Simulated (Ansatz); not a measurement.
**Si: a trial structure relaxed**

Where does this trial cell of Si go when cell and atoms are let free?

Computed with Ansatz 0.2.0 (DFT PBE, scalar-relativistic, plane waves, PAW, unless a step's input says otherwise).

### 1 The structure to begin with

The structure is tetragonal, space group I4_122 (No. 98). The conventional cell has a = 6.666 Å, b = 6.666 Å, c = 3.986 Å, α = 90.00°, β = 90.00°, γ = 90.00°. Si (site symmetry 222) is surrounded by 4 Si at 2.26 Å. Si (site symmetry 2) has 4 Si at 2.13 to 2.26 Å as nearest neighbours.

As a file:

```cif
data_structure
_symmetry_space_group_name_H-M 'P 1'
_symmetry_Int_Tables_number 1
_cell_length_a 5.1173
_cell_length_b 5.1173
_cell_length_c 5.1173
_cell_angle_alpha 98.724
_cell_angle_beta 98.724
_cell_angle_gamma 134.158
_cell_volume 88.55
loop_
_atom_site_label
_atom_site_type_symbol
_atom_site_fract_x
_atom_site_fract_y
_atom_site_fract_z
_atom_site_occupancy
Si1 Si 0.50000 0.50000 0.00000 1
Si2 Si 0.25000 0.75000 0.50000 1
Si3 Si 0.82518 0.62500 0.70018 1
Si4 Si 0.92482 0.12500 0.29982 1
Si5 Si 0.37500 0.17482 0.29982 1
Si6 Si 0.87500 0.07518 0.70018 1
```

A structure generator made this guess: 4-connected net of one element (I4_122, No. 98). The dimensions are guesses.

### 2 The guess as it stands, on a coarse mesh

The input, input.yaml:

```yaml
crystal:
  lattice:
    - [-3.33275711, 3.33275711, 1.99299481]
    - [3.33275711, -3.33275711, 1.99299481]
    - [3.33275711, 3.33275711, -1.99299481]
  atoms:
    - { symbol: Si, position: [0.5, 0.5, 0.0] }
    - { symbol: Si, position: [0.25, 0.75, 0.5] }
    - { symbol: Si, position: [0.82517507, 0.625, 0.70017507] }
    - { symbol: Si, position: [0.92482493, 0.125, 0.29982493] }
    - { symbol: Si, position: [0.375, 0.17482493, 0.29982493] }
    - { symbol: Si, position: [0.875, 0.07517507, 0.70017507] }
basis:
  ecutwfc: 420
kpoints:
  mp_grid: { grid: [6, 6, 6] }
hamiltonian:
  xc: pbe
scf:
  occupations: { method: gaussian, width: 0.1 }
  lower_state_search: "off"
output:
  forces: true
  stress: true
  eigenvalues: true
```

The run is started by

```bash
ansatz run input.yaml --threads 1 --pin off --max-ram 2560MiB --backend cpu --events-out ev --progress --plain --runs-dir out
```

Log (excerpt; [...] marks lines left out):

```text
Warning: RAYON_NUM_THREADS=1 ignored (pool sized by the plan → 1); use --threads N
[...]
Pseudopotentials: kind: paw
Pseudopotential: Si, paw, valence charge 4, recommended cutoff 420 eV (normal), Si.paw.azcp
Functional definition: PBE
[...]
Crystal: 6 atoms, lattice volume = 88.547 Å³
Basis set: ecut = 420 eV, 1735 PW (Γ), exchange–correlation on 72×72×72 points (8 copies of the dense FFT grid, shifted against one another)
Bands: 18, of which v1, the nominal top of the filled ones, is band 12 counted from 1 (11 counted from 0)
Symmetry: 8 space group operations
Space group: I4122 (ITA 98), of the structure as read, at distance tolerance 4.5e-5 Å
k-points: 30 of 216 (time reversal used)
[...]
--- Forces (eV/Å), atoms counted from 1 ---
  atom   1  Si    -0.00000000     0.00000000     0.00000000
  atom   2  Si    -0.00000000     0.00000000     0.00000000
  atom   3  Si    -0.00000000     3.26125984     0.00000000
  atom   4  Si     0.00000000    -3.26125984    -0.00000000
  atom   5  Si    -3.26125984    -0.00000000     0.00000000
  atom   6  Si     3.26125984     0.00000000     0.00000000
[...]
--- Stress (GPa, compression-positive) ---
       37.255480       0.000000       0.000000
        0.000000      37.255480       0.000000
       -0.000000       0.000000      28.100933
  P = ⅓ Tr σ = 34.2040 GPa (342.040 kbar)
--- Band table (eV; the first three rows and the last of 30) ---
  k-point 0: bands = ["-4.6455", "0.6307", "1.5505", "1.5505", "3.7495", "5.7538", "6.0335", "6.5521", "6.5521", "6.6992", "7.6961", "7.6961", "8.1799", "10.0418", "11.1796", "11.1796", "11.6189", "16.0080"]
[...]
```

Run time: 4.5 s. Hardware: 1 thread of Arm Neoverse V1, shared host; peak memory 0.3 GiB.

Read-out: pressure 34.2 GPa, largest force 3.26 eV/Å, gap on this mesh none (metal). A cheap, loose relaxation comes first.

### 3 A loose first relaxation

Changes to input.yaml since step 2:

```diff
@@ -25 +25,6 @@
   eigenvalues: true
+relax:
+  adjacent_minimum: "off"
+  f_tol: 0.04
+  max_steps: 70
+  cell: { stress_tol: 0.4 }
```

The run is started by

```bash
ansatz run input.yaml --threads 1 --pin off --max-ram 2560MiB --backend cpu --events-out ev --progress --plain --runs-dir out
```

Log:

```text
Warning: RAYON_NUM_THREADS=1 ignored (pool sized by the plan → 1); use --threads N
Engine: ansatz 0.2.0, aarch64-unknown-linux-gnu
[... 3 set-up lines as earlier in the session ...]
  parameter kappa = 0.804
  parameter beta = 0.06672455060314922
  exchange = pbe_x(kappa = kappa, mu = beta*pi^2/3)
  correlation = pbe_c(beta = beta)
Crystal: 6 atoms, lattice volume = 88.547 Å³
Basis set: ecut = 420 eV, 1735 PW (Γ), exchange–correlation on 72×72×72 points (8 copies of the dense FFT grid, shifted against one another)
Bands: 18, of which v1, the nominal top of the filled ones, is band 12 counted from 1 (11 counted from 0)
[... 2 set-up lines as earlier in the session ...]
k-points: 30 of 216 (time reversal used)
Non-local potential: Si, projectors of the file, l = 0: 2, l = 1: 2, l = 2: 2
PAW form: soft (Blöchl's): semilocal exchange-correlation on the pseudo side does not see the compensation charge
PAW one-centre angular grid: Si, 110 points (default); XC on 64 Gauss nodes
Initial density: superposition of atomic densities (neutral atoms: chi_scale 0, normalization atom), corrected by the library's trained network
Initial wavefunctions: pseudopotential atomic-orbital guess
Functional: x = pbe(κ = 0.804, μ = 0.2195149727645171), c = pbe(β = 0.06672455060314922)
SCF iter   1: F=—  HF=-3810.424812 eV  |F-HF|=—  |Δ(HF+E_count)|=         —  Δρ=3.64e-3  dr2=1.20e-2  ethr=1.77e-3  ⟨swp⟩=6.9  Hψ=3544  notcnv=0
preconditioner: auto → Kerker (q_TF=auto, 2.195 Å⁻¹)  [metal: Δε(μ)=0.028 eV  Ē_g=8.533 eV  σ=0.100 eV  W_gap=0.15  n_scr=16 (ndim 8)  ℏωp=19.3 eV  f_vac=0.000  D(μ)=1.44/eV (n_scr^D=4)]
SCF iter   2: F=—  HF=-3810.424636 eV  |F-HF|=—  |Δ(HF+E_count)|=   1.76e-4  Δρ=2.15e-3  dr2=4.87e-3  ethr=5.01e-5  ⟨swp⟩=1.8  Hψ=972  notcnv=0
SCF iter   3: F=—  HF=-3810.424104 eV  |F-HF|=—  |Δ(HF+E_count)|=   5.31e-4  Δρ=3.58e-4  dr2=1.68e-4  ethr=2.03e-5  ⟨swp⟩=2.5  Hψ=825  notcnv=0
SCF iter   4: F=—  HF=-3810.424144 eV  |F-HF|=—  |Δ(HF+E_count)|=   3.91e-5  Δρ=1.31e-4  dr2=2.64e-5  ethr=6.99e-7  ⟨swp⟩=1.9  Hψ=745  notcnv=0
SCF iter   5: F=—  HF=-3810.424115 eV  |F-HF|=—  |Δ(HF+E_count)|=   2.90e-5  Δρ=2.87e-5  dr2=1.55e-6  ethr=1.10e-7  ⟨swp⟩=2.3  Hψ=753  notcnv=0
SCF iter   6: F=-3810.424115 eV  HF=-3810.424115 eV  |F-HF|=4.02e-8  |Δ(HF+E_count)|=   7.21e-8  Δρ=8.08e-6  dr2=9.01e-8  ethr=4.17e-10  ⟨swp⟩=7.8  Hψ=2907  notcnv=0
SCF 1 converged in 6 iterations: F = -3810.424115 eV  dr2 = 9.01e-8
relax step   1: F+E_penalty+E_count = -3810.42411457 eV  Δ(F+E_penalty+E_count) = +0.000e0 eV  max|allowed force component| = 3.261e0 eV/Å  Δτ_max = 0.0000 Å  P = +34.204 GPa  Ω = 88.547 Å³  (6 SCF iters, dr2 threshold 1.00e-7 eV, accepted)
Crystal: 6 atoms, lattice volume = 99.136 Å³
Basis set: ecut = 420 eV, 1923 PW (Γ), exchange–correlation on 72×72×72 points (8 copies of the dense FFT grid, shifted against one another)
Initial density: handed on by an earlier stage of this run
Initial wavefunctions: those handed on with the density
iter 1 solved again at ethr=1.33e-3 eV; its pass at ethr=3.10e-3 eV (dr2=3.20e-1 eV) is discarded
SCF iter   1: F=—  HF=-3812.336237 eV  |F-HF|=—  |Δ(HF+E_count)|=         —  Δρ=1.14e-2  dr2=3.14e-1  ethr=1.33e-3  ⟨swp⟩=1.0  Hψ=3841  notcnv=0
preconditioner: auto → Kerker (q_TF=auto, 2.154 Å⁻¹)  [metal: Δε(μ)=0.049 eV  Ē_g=7.972 eV  σ=0.100 eV  W_gap=0.27  n_scr=16 (ndim 8)  ℏωp=18.3 eV  f_vac=0.000  D(μ)=1.64/eV (n_scr^D=4)]
SCF iter   2: F=—  HF=-3812.268853 eV  |F-HF|=—  |Δ(HF+E_count)|=   6.74e-2  Δρ=6.31e-3  dr2=1.04e-1  ethr=1.31e-3  ⟨swp⟩=1.0  Hψ=540  notcnv=0
SCF iter   3: F=—  HF=-3812.240176 eV  |F-HF|=—  |Δ(HF+E_count)|=   2.87e-2  Δρ=1.06e-3  dr2=2.02e-3  ethr=4.32e-4  ⟨swp⟩=2.7  Hψ=980  notcnv=0
SCF iter   4: F=—  HF=-3812.240368 eV  |F-HF|=—  |Δ(HF+E_count)|=   1.92e-4  Δρ=2.60e-4  dr2=2.16e-4  ethr=8.40e-6  ⟨swp⟩=2.3  Hψ=977  notcnv=0  defer=1
SCF iter   5: F=—  HF=-3812.240421 eV  |F-HF|=—  |Δ(HF+E_count)|=   5.34e-5  Δρ=8.42e-5  dr2=8.92e-6  ethr=9.01e-7  ⟨swp⟩=2.3  Hψ=800  notcnv=0  defer=1
SCF iter   6: F=-3812.240430 eV  HF=-3812.240430 eV  |F-HF|=8.94e-8  |Δ(HF+E_count)|=   8.39e-6  Δρ=1.22e-5  dr2=1.64e-7  ethr=2.50e-9  ⟨swp⟩=6.0  Hψ=3110  notcnv=0
SCF 2 converged in 6 iterations: F = -3812.240430 eV  dr2 = 1.64e-7
relax step   2: F+E_penalty+E_count = -3812.24042987 eV  Δ(F+E_penalty+E_count) = -1.816e0 eV  max|allowed force component| = 1.009e0 eV/Å  Δτ_max = 0.0371 Å  P = +11.498 GPa  Ω = 99.136 Å³  energy of the carried Pulay correction = -1.971e-3 eV  (6 SCF iters, dr2 threshold 6.00e-7 eV, accepted)
Crystal: 6 atoms, lattice volume = 105.780 Å³
Basis set: ecut = 420 eV, 2051 PW (Γ), exchange–correlation on 72×72×72 points (8 copies of the dense FFT grid, shifted against one another)
iter 1 solved again at ethr=2.55e-4 eV; its pass at ethr=3.10e-3 eV (dr2=6.13e-2 eV) is discarded
SCF iter   1: F=—  HF=-3812.591398 eV  |F-HF|=—  |Δ(HF+E_count)|=         —  Δρ=5.11e-3  dr2=6.14e-2  ethr=2.55e-4  ⟨swp⟩=1.0  Hψ=3710  notcnv=0
preconditioner: auto → Kerker (q_TF=auto, 2.131 Å⁻¹)  [metal: Δε(μ)=0.098 eV  Ē_g=7.710 eV  σ=0.100 eV  W_gap=0.49  n_scr=16 (ndim 8)  ℏωp=17.7 eV  f_vac=0.000  D(μ)=1.41/eV (n_scr^D=4)]
SCF iter   2: F=—  HF=-3812.578513 eV  |F-HF|=—  |Δ(HF+E_count)|=   1.29e-2  Δρ=2.90e-3  dr2=2.11e-2  ethr=2.55e-4  ⟨swp⟩=1.0  Hψ=540  notcnv=0
preconditioner: auto → none  [insulator: Δε(μ)=0.110 eV  Ē_g=7.719 eV  σ=0.100 eV  W_gap=0.53  n_scr=16 (ndim 8)  ℏωp=17.7 eV  f_vac=0.000  D(μ)=1.32/eV (n_scr^D=4)  ε∞_Penn≈6.3]
SCF iter   3: F=—  HF=-3812.572871 eV  |F-HF|=—  |Δ(HF+E_count)|=   5.64e-3  Δρ=3.96e-4  dr2=2.09e-4  ethr=8.78e-5  ⟨swp⟩=2.4  Hψ=795  notcnv=0
SCF iter   4: F=—  HF=-3812.572954 eV  |F-HF|=—  |Δ(HF+E_count)|=   8.32e-5  Δρ=1.70e-4  dr2=7.20e-5  ethr=8.69e-7  ⟨swp⟩=2.0  Hψ=890  notcnv=0
SCF iter   5: F=—  HF=-3812.572936 eV  |F-HF|=—  |Δ(HF+E_count)|=   1.86e-5  Δρ=3.71e-5  dr2=3.14e-6  ethr=3.00e-7  ⟨swp⟩=2.1  Hψ=832  notcnv=0
SCF iter   6: F=-3812.572935 eV  HF=-3812.572935 eV  |F-HF|=1.21e-8  |Δ(HF+E_count)|=   6.29e-7  Δρ=5.95e-6  dr2=3.54e-8  ethr=2.50e-9  ⟨swp⟩=7.1  Hψ=2758  notcnv=0
SCF 3 converged in 6 iterations: F = -3812.572935 eV  dr2 = 3.54e-8
relax step   3: F+E_penalty+E_count = -3812.57293517 eV  Δ(F+E_penalty+E_count) = -3.325e-1 eV  max|allowed force component| = 2.633e-1 eV/Å  Δτ_max = 0.0131 Å  P = +2.952 GPa  Ω = 105.780 Å³  energy of the carried Pulay correction = -3.098e-3 eV  (6 SCF iters, dr2 threshold 6.00e-7 eV, accepted)
Crystal: 6 atoms, lattice volume = 108.228 Å³
Basis set: ecut = 420 eV, 2095 PW (Γ), exchange–correlation on 72×72×72 points (8 copies of the dense FFT grid, shifted against one another)
iter 1 solved again at ethr=3.18e-5 eV; its pass at ethr=3.10e-3 eV (dr2=7.64e-3 eV) is discarded
SCF iter   1: F=—  HF=-3812.605111 eV  |F-HF|=—  |Δ(HF+E_count)|=         —  Δρ=1.84e-3  dr2=8.20e-3  ethr=3.18e-5  ⟨swp⟩=2.1  Hψ=3441  notcnv=0
preconditioner: auto → Kerker (q_TF=auto, 2.123 Å⁻¹)  [metal: Δε(μ)=0.058 eV  Ē_g=7.616 eV  σ=0.100 eV  W_gap=0.30  n_scr=16 (ndim 8)  ℏωp=17.5 eV  f_vac=0.000  D(μ)=1.81/eV (n_scr^D=8)]
SCF iter   2: F=—  HF=-3812.603451 eV  |F-HF|=—  |Δ(HF+E_count)|=   1.66e-3  Δρ=1.03e-3  dr2=2.73e-3  ethr=3.18e-5  ⟨swp⟩=1.0  Hψ=540  notcnv=0
SCF iter   3: F=—  HF=-3812.602712 eV  |F-HF|=—  |Δ(HF+E_count)|=   7.39e-4  Δρ=1.70e-4  dr2=6.72e-5  ethr=1.14e-5  ⟨swp⟩=2.5  Hψ=836  notcnv=0
SCF iter   4: F=—  HF=-3812.602751 eV  |F-HF|=—  |Δ(HF+E_count)|=   3.94e-5  Δρ=3.97e-5  dr2=4.11e-6  ethr=2.80e-7  ⟨swp⟩=2.2  Hψ=898  notcnv=0
SCF iter   5: F=-3812.602753 eV  HF=-3812.602753 eV  |F-HF|=2.43e-7  |Δ(HF+E_count)|=   1.84e-6  Δρ=1.42e-5  dr2=3.33e-7  ethr=2.50e-9  ⟨swp⟩=7.1  Hψ=2808  notcnv=0
SCF 4 converged in 5 iterations: F = -3812.602753 eV  dr2 = 3.33e-7
relax step   4: F+E_penalty+E_count = -3812.60275346 eV  Δ(F+E_penalty+E_count) = -2.982e-2 eV  max|allowed force component| = 6.197e-2 eV/Å  Δτ_max = 0.0071 Å  P = +0.446 GPa  Ω = 108.228 Å³  energy of the carried Pulay correction = -3.494e-3 eV  (5 SCF iters, dr2 threshold 6.00e-7 eV, accepted)
Crystal: 6 atoms, lattice volume = 108.337 Å³
iter 1 solved again at ethr=4.77e-6 eV; its pass at ethr=3.10e-3 eV (dr2=1.15e-3 eV) is discarded
SCF iter   1: F=—  HF=-3812.604789 eV  |F-HF|=—  |Δ(HF+E_count)|=         —  Δρ=6.89e-4  dr2=1.19e-3  ethr=4.77e-6  ⟨swp⟩=2.8  Hψ=3430  notcnv=0
preconditioner: auto → Kerker (q_TF=auto, 2.122 Å⁻¹)  [metal: Δε(μ)=0.047 eV  Ē_g=7.604 eV  σ=0.100 eV  W_gap=0.26  n_scr=16 (ndim 8)  ℏωp=17.5 eV  f_vac=0.000  D(μ)=2.13/eV (n_scr^D=16)]
SCF iter   2: F=—  HF=-3812.604590 eV  |F-HF|=—  |Δ(HF+E_count)|=   2.00e-4  Δρ=3.86e-4  dr2=3.77e-4  ethr=4.77e-6  ⟨swp⟩=1.0  Hψ=540  notcnv=0
SCF iter   3: F=—  HF=-3812.604529 eV  |F-HF|=—  |Δ(HF+E_count)|=   6.08e-5  Δρ=6.59e-5  dr2=8.86e-6  ethr=1.57e-6  ⟨swp⟩=2.5  Hψ=850  notcnv=0
SCF iter   4: F=—  HF=-3812.604529 eV  |F-HF|=—  |Δ(HF+E_count)|=   4.09e-7  Δρ=1.66e-5  dr2=6.12e-7  ethr=3.69e-8  ⟨swp⟩=2.2  Hψ=863  notcnv=0
SCF iter   5: F=-3812.604529 eV  HF=-3812.604529 eV  |F-HF|=1.90e-8  |Δ(HF+E_count)|=   2.33e-7  Δρ=5.07e-6  dr2=5.57e-8  ethr=2.50e-9  ⟨swp⟩=5.2  Hψ=2424  notcnv=0
SCF 5 converged in 5 iterations: F = -3812.604529 eV  dr2 = 5.57e-8
relax step   5: F+E_penalty+E_count = -3812.60452942 eV  Δ(F+E_penalty+E_count) = -1.776e-3 eV  max|allowed force component| = 4.564e-2 eV/Å  Δτ_max = 0.0066 Å  P = +0.189 GPa  Ω = 108.337 Å³  energy of the carried Pulay correction = -3.512e-3 eV  (5 SCF iters, dr2 threshold 6.00e-7 eV, accepted)
Crystal: 6 atoms, lattice volume = 108.244 Å³
Basis set: ecut = 420 eV, 2091 PW (Γ), exchange–correlation on 72×72×72 points (8 copies of the dense FFT grid, shifted against one another)
iter 1 solved again at ethr=1.41e-5 eV; its pass at ethr=3.10e-3 eV (dr2=3.38e-3 eV) is discarded
SCF iter   1: F=—  HF=-3812.606558 eV  |F-HF|=—  |Δ(HF+E_count)|=         —  Δρ=1.21e-3  dr2=3.57e-3  ethr=1.41e-5  ⟨swp⟩=2.7  Hψ=3464  notcnv=0
preconditioner: auto → Kerker (q_TF=auto, 2.123 Å⁻¹)  [metal: Δε(μ)=0.003 eV  Ē_g=7.585 eV  σ=0.100 eV  W_gap=0.02  n_scr=16 (ndim 8)  ℏωp=17.5 eV  f_vac=0.000  D(μ)=2.37/eV (n_scr^D=16)]
SCF iter   2: F=—  HF=-3812.605956 eV  |F-HF|=—  |Δ(HF+E_count)|=   6.02e-4  Δρ=6.72e-4  dr2=1.08e-3  ethr=1.41e-5  ⟨swp⟩=1.0  Hψ=540  notcnv=0
SCF iter   3: F=—  HF=-3812.605717 eV  |F-HF|=—  |Δ(HF+E_count)|=   2.38e-4  Δρ=1.03e-4  dr2=1.79e-5  ethr=4.51e-6  ⟨swp⟩=2.5  Hψ=830  notcnv=0
SCF iter   4: F=—  HF=-3812.605727 eV  |F-HF|=—  |Δ(HF+E_count)|=   9.53e-6  Δρ=2.46e-5  dr2=1.29e-6  ethr=7.47e-8  ⟨swp⟩=2.4  Hψ=918  notcnv=0
SCF iter   5: F=-3812.605727 eV  HF=-3812.605727 eV  |F-HF|=3.17e-8  |Δ(HF+E_count)|=   2.82e-7  Δρ=7.37e-6  dr2=1.18e-7  ethr=5.43e-10  ⟨swp⟩=6.4  Hψ=2585  notcnv=0
SCF 6 converged in 5 iterations: F = -3812.605727 eV  dr2 = 1.18e-7
relax step   6: F+E_penalty+E_count = -3812.60572721 eV  Δ(F+E_penalty+E_count) = -1.198e-3 eV  max|allowed force component| = 4.214e-3 eV/Å  Δτ_max = 0.0137 Å  P = -0.130 GPa  Ω = 108.244 Å³  energy of the carried Pulay correction = -3.497e-3 eV  (5 SCF iters, dr2 threshold 1.30e-7 eV, accepted)
Basis set: ecut = 420 eV, 2091 PW (Γ), exchange–correlation on 80×80×80 points (8 copies of the dense FFT grid, shifted against one another)
Initial wavefunctions: pseudopotential atomic-orbital guess (no wavefunctions were taken with the density)
iter 1 solved again at ethr=3.18e-7 eV; its pass at ethr=3.10e-3 eV (dr2=7.62e-5 eV) is discarded
SCF iter   1: F=—  HF=-3812.616382 eV  |F-HF|=—  |Δ(HF+E_count)|=         —  Δρ=2.05e-4  dr2=4.16e-6  ethr=3.18e-7  ⟨swp⟩=3.0  Hψ=4901  notcnv=0
preconditioner: auto → Kerker (q_TF=auto, 2.123 Å⁻¹)  [metal: Δε(μ)=0.006 eV  Ē_g=7.588 eV  σ=0.100 eV  W_gap=0.03  n_scr=16 (ndim 8)  ℏωp=17.5 eV  f_vac=0.000  D(μ)=2.32/eV (n_scr^D=16)]
SCF iter   2: F=—  HF=-3812.616414 eV  |F-HF|=—  |Δ(HF+E_count)|=   3.13e-5  Δρ=1.09e-4  dr2=1.24e-6  ethr=1.73e-8  ⟨swp⟩=2.7  Hψ=907  notcnv=0
SCF iter   3: F=—  HF=-3812.616430 eV  |F-HF|=—  |Δ(HF+E_count)|=   1.59e-5  Δρ=3.00e-6  dr2=8.97e-9  ethr=5.15e-9  ⟨swp⟩=2.0  Hψ=903  notcnv=0
SCF iter   4: F=-3812.616430 eV  HF=-3812.616430 eV  |F-HF|=1.41e-10  |Δ(HF+E_count)|=   6.25e-9  Δρ=7.22e-7  dr2=1.36e-9  ethr=1.60e-11  ⟨swp⟩=5.3  Hψ=2314  notcnv=0
SCF 7 converged in 4 iterations: F = -3812.616430 eV  dr2 = 1.36e-9
relax step   7: F+E_penalty+E_count = -3812.61642958 eV  Δ(F+E_penalty+E_count) = -1.070e-2 eV  max|allowed force component| = 2.927e-3 eV/Å  Δτ_max = 0.0000 Å  P = -0.005 GPa  Ω = 108.244 Å³  stress off target by 1.01e-1 GPa  SCF on the basis re-selected at this cell (its energy is not comparable with the rows above)  (4 SCF iters)
basis re-selected at this cell: Δ(F+E_penalty+E_count) = -1.070e-2 eV, ΔP = +0.125 GPa vs the last step (what re-selecting the basis moved, of the pressure what is left beyond the Pulay correction that the steps carried, after the strain that the cell walked since its last selection, with what the two solves' SCF thresholds leave and, on support functions, any second-order correction that the steps lacked; it is no measure of the basis error at this ecutwfc). The dense FFT grid was sized anew with the basis: this SCF ran on 40×40×40 points, the steps before it on 36×36×36, so part of this shift can come from that change (see relax.cell in the input reference). This SCF's stress stands 1.01e-1 GPa from its target on what of the cell is left free (relax.cell.stress_tol is 4.00e-1 GPa) and its largest allowed force component is 2.93e-3 eV/Å (relax.f_tol is 4.00e-2 eV/Å): within both
SCF converged after 4 iterations
Free energy (F): -3812.616430 eV
Harris-Foulkes:  -3812.616430 eV  (|F-HF|=1.41e-10)
Internal energy: -3812.604843 eV  (E = F + TS)
E sigma→0 (E₀):  -3812.610636 eV
Entropy (-TS):   -0.011587 eV (-1.931 meV/atom)
Fermi energy:    7.504286 eV
--- Per-component energies (eV) ---
  E_band       = 54.650050
  E_kinetic    = 240.767951
  E_local      = -116.292107  (includes V_loc(G=0)·N_el)
  E_nonlocal   = 154.281447
  E_hartree    = 35.102059
  E_xc         = -331.388520
  E_vxc        = -280.854211  (∫ρ·V_xc dr)
  E_paw        = -3075.160585  (= ΣΔE_a)
  E_vpaw       = -13.457406  (= ΣTr[D̂ρ^β])
  E_aug_tail   = 0.000039  (compensation charges beyond the density's cutoff)
  E_ewald      = -719.915127
  E_smearing   = -0.011587  (= −TS)
  E_closure    = -0.000000  (closes the sum)
  Σ components = -3812.616430   (vs F -3812.616430, Δ=0.00e0)
--- Forces (eV/Å), atoms counted from 1 ---
  atom   1  Si    -0.00000000     0.00000000     0.00000000
  atom   2  Si    -0.00000000    -0.00000000     0.00000000
  atom   3  Si     0.00000000     0.00292739     0.00000000
  atom   4  Si     0.00000000    -0.00292739    -0.00000000
  atom   5  Si    -0.00292739    -0.00000000     0.00000000
  atom   6  Si     0.00292739     0.00000000    -0.00000000
  max |Σ_I F_I| component: 7.89e-17 eV/Å
--- Stress (GPa, compression-positive) ---
        0.043570       0.000000      -0.000000
        0.000000       0.043570       0.000000
        0.000000       0.000000      -0.101425
  P = ⅓ Tr σ = -0.0048 GPa (-0.048 kbar)
--- Band table (eV; the first three rows and the last of 30) ---
  k-point 0: bands = ["-5.3342", "-1.1001", "-0.2093", "-0.2093", "2.4610", "3.4700", "3.9457", "4.7654", "5.1836", "5.1836", "5.3212", "5.3212", "5.5027", "7.7747", "8.6931", "8.6931", "9.5205", "13.2482"]
  k-point 1: bands = ["-5.1975", "-1.8977", "-0.1078", "0.3037", "2.8345", "3.0567", "3.8781", "4.6385", "4.7134", "4.8094", "5.1656", "5.8343", "6.3041", "8.5839", "8.9334", "8.9982", "10.2395", "12.1684"]
  k-point 2: bands = ["-4.8073", "-2.9614", "0.1486", "0.7906", "2.3778", "2.9714", "3.7523", "4.2729", "4.3281", "4.9266", "5.4286", "6.9218", "7.4522", "9.4446", "9.8248", "9.9281", "10.6460", "10.8836"]
  k-point 29: bands = ["-3.2593", "-3.2593", "-2.8956", "0.0486", "2.3622", "2.3622", "5.4485", "6.1935", "6.4284", "6.4284", "6.9147", "7.9319", "8.6341", "8.6341", "9.2228", "9.4235", "9.4575", "9.4575"]
--- Relaxed structure (6 steps of the walk, 6 accepted, 1 SCFs on fresh bases) ---
  F+E_penalty+E_count = -3812.61642958 eV   max|allowed force component| = 2.927e-3 eV/Å   (the final SCF, on the basis selected at the relaxed cell)
  cell:  # Å, volume = 108.2442 Å³
    - [-3.5885150029012216, 3.5885150029012216, 2.1014313821183386]
    - [3.5885150029012216, -3.5885150029012216, 2.1014313821183386]
    - [3.5885150029012216, 3.5885150029012216, -2.1014313821183386]
  atoms:
    - { symbol: Si, position: [0.5, 0.5, 1.301267553200726e-19] }
    - { symbol: Si, position: [0.24999999999999997, 0.75, 0.49999999999999994] }
    - { symbol: Si, position: [0.8368180628568789, 0.625, 0.7118180628568789] }
    - { symbol: Si, position: [0.9131819371431211, 0.125, 0.2881819371431211] }
    - { symbol: Si, position: [0.375, 0.16318193714312107, 0.28818193714312107] }
    - { symbol: Si, position: [0.8750000000000002, 0.08681806285687894, 0.711818062856879] }
```

It took 37 s on 1 thread of Arm Neoverse V1, shared host; peak memory 0.34 GiB.

The steps of the relaxation:

```
step  energy from step 1 (eV/cell)  largest force component (eV/Å)  pressure (GPa)  volume (Å³)
   1                        0.0000                          3.2613           34.20        88.55
   2                       -1.8163                          1.0091           11.50        99.14
   3                       -2.1488                          0.2633            2.95       105.78
   4                       -2.1786                          0.0620            0.45       108.23
   5                       -2.1804                          0.0456            0.19       108.34
   6                       -2.1816                          0.0042           -0.13       108.24
   7                       -2.1923                          0.0029            0.00       108.24
```

Step 1 is the start. Step 7 repeats the geometry before it on a plane-wave basis chosen anew for that cell, so its energy need not be comparable with the rows above.

Lengths and angles in the start's conventional setting:

|  | before | after | change |
| --- | --- | --- | --- |
| a (Å) | 6.666 | 7.177 | +7.7 % |
| b (Å) | 6.666 | 7.177 | +7.7 % |
| c (Å) | 3.986 | 4.203 | +5.4 % |
| volume (Å³/atom) | 14.76 | 18.04 | +22.2 % |
| shortest distance (Å) | 2.134 | 2.393 | +12.1 % |
| space group (0.01 Å) | I4_122 | I4_122 | same |

Forces and stress were held to the start's 8 operations: a distortion of lower symmetry was not tested.

[end of part 1 of 2]
